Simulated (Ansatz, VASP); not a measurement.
# One calculation of GaSb, two programs

The input INCAR:

```
PREC = Accurate ; ENCUT = 520
EDIFF = 1E-6 ; ISMEAR = -1
SIGMA = 0.05 ; LREAL = False
LASPH = True ; NELM = 60
ALGO = Normal ; ISIF = 2
LWAVE = False ; LCHARG = False
GGA = PS ; NBANDS = 16
```

KPOINTS

```
Automatic mesh
0
Gamma
  10 10 10
```

The input POSCAR:

```
GaSb
1.0
   -2.7534340000      2.7534340000      1.5907070000
    2.7534340000     -2.7534340000      1.5907070000
    2.7534340000      2.7534340000     -1.5907070000
Sb Ga
1 1
Direct
    0.0000000000      0.0000000000      0.0000000000
    0.7500000000      0.2500000000      0.5000000000
```

The input input.yaml:

```yaml
crystal:
  lattice:
    - [-2.753434, 2.753434, 1.590707]
    - [2.753434, -2.753434, 1.590707]
    - [2.753434, 2.753434, -1.590707]
  atoms:
    - { symbol: Sb, position: [0.0, 0.0, 0.0] }
    - { symbol: Ga, position: [0.75, 0.25, 0.5] }
kpoints:
  mp_grid: { grid: [10, 10, 10] }
scf:
  occupations: { method: fermi_dirac, width: 0.05 }
hamiltonian:
  xc: pbesol
  pseudopotentials: { kind: all_electron, lapw: { basis_error: 0.001 } }
output:
  forces: true
  stress: true
  eigenvalues: true
```

Alike in both runs: task single point; functional PBEsol; k mesh 10 × 10 × 10; occupations fermi-dirac, width 0.05 eV; no spin polarisation.

|  | VASP | Ansatz |
| --- | --- | --- |
| version | VASP 6.6.1 | Ansatz 0.2.0 |
| potentials or method | VASP PAW PBE potentials, release 64 (Sb, Ga_d) | all-electron LAPW, scalar-relativistic |
| plane-wave cutoff (eV) | 520 | see its input |

Ansatz gave:

| Item | Value |
| --- | --- |
| gap on the k mesh at the Fermi level (eV) | none |
| pressure (GPa) | -2.9 |
| largest component of the traceless stress (GPa) | 0.47 |

Task: Estimate VASP's values.

Result: gap on the k mesh at the Fermi level (eV): none; pressure (GPa): -2.9; largest component of the traceless stress (GPa): 0.49.

A gap of «none» marks a metal or a gap that the smearing closes. Ansatz ran all-electron here, so the differences hold the error of VASP's frozen core and of both bases.

Caveats: the PAW data sets were made with another functional, which shifts forces and pressure a little (VASP). Spin-orbit coupling is left out, which matters for the levels of Sb.
